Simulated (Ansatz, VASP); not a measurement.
TiB2 in VASP and in Ansatz

```
Ti B
1.0
     3.02920    0.00000    0.00000
    -1.51460    2.62336    0.00000
     0.00000    0.00000    3.22840
Ti B
1 2
Direct
  0.00000 0.00000 0.00000
  0.66667 0.33333 0.50000
  0.33333 0.66667 0.50000
```

Alike in both runs: functional PBE; k mesh 10 × 10 × 8; occupations gaussian, width 0.02 eV; no spin polarisation.

|  | VASP | Ansatz |
| --- | --- | --- |
| version | VASP 6.6.1 | Ansatz 0.2.0 |
| potentials or method | VASP PAW PBE potentials, release 64 (Ti_sv, B) | Ansatz PAW |
| plane-wave cutoff (eV) | 520 | 420 |
| valence electrons in the cell | 18 | 18 |
| task | optical spectrum | single point |

```csv
,VASP,Ansatz,Ansatz less VASP
gap on the k mesh at the Fermi level (eV),none,none,-
pressure (GPa),0.5,0.3,-0.18
```

A gap of «none» marks a metal or a gap that the smearing closes.

Caveats: spectra need much finer meshes, so this one isn't converged (VASP); independent-particle spectra lack excitons (VASP); the intraband (Drude) part of a metal's response may be missing (VASP).
